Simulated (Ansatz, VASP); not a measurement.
Mo in VASP and in Ansatz

```xyz
3
Lattice="4.7385 0.0000 0.0000 -2.3692 4.1037 0.0000 0.0000 0.0000 2.5915" Properties=species:S:1:pos:R:3 pbc="T T T"
Mo   -2.3692    4.1037    2.5915
Mo    0.0000    2.7358    1.2958
Mo    2.3692    1.3679    1.2958
```

Alike in both runs: task single point; functional BLYP; k mesh 9 × 9 × 14; occupations fermi-dirac, width 0.1 eV; no spin polarisation.

|  | VASP | Ansatz |
| --- | --- | --- |
| version | VASP 6.6.1 | Ansatz 0.2.0 |
| potentials or method | VASP PAW PBE potentials, release 64 (Mo_sv) | plane waves (420 eV) with PAW, scalar-relativistic |
| plane-wave cutoff (eV) | 520 | 420 |
| valence electrons in the cell | 42 | 42 |

Ansatz gave:

- pressure (GPa): 0.0
- largest component of the traceless stress (GPa): 0.84

What did VASP give for the same quantities?

Pressure (GPa): 0.8; largest component of the traceless stress (GPa): 0.69.

The functional is the same, so the differences come from potentials, cutoffs and numerics.

Caveats: the PAW data sets were made with another functional, which shifts forces and pressure a little (VASP).
